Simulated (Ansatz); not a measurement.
The system is CuAu.

```xyz
2
Lattice="1.4431 0.8331 4.2562 -1.4431 0.8331 4.2562 0.0000 -1.6663 4.2562" Properties=species:S:1:pos:R:3 pbc="T T T"
Au    0.0000    0.0000    0.0000
Cu    0.0000    0.0000    6.3843
```

The cell comes from a database or a generator and needn't be the stable form of this composition.

Base run:

* Program: Ansatz 0.2.0
* Functional: PBEsol
* Potentials or basis: all-electron LAPW, scalar-relativistic
* Cutoff: 273 eV (chosen from the basis error)
* Basis error allowed: 0.001 eV/atom
* k mesh: 8 × 8 × 8
* Occupations: fermi-dirac, width 0.05 eV
* Spin: no spin polarisation

Its results: pressure -7.9 GPa.

The run is repeated on the same cell with these changes: potentials or basis from all-electron LAPW, scalar-relativistic to all-electron LAPW, relativistic spinors; spin from no spin polarisation to spin-orbit coupling, no magnetisation. What comes out?

Pressure -8.8 GPa.

Caveats: the k mesh is thin for a metal, which can move the energy by tens of meV per atom.
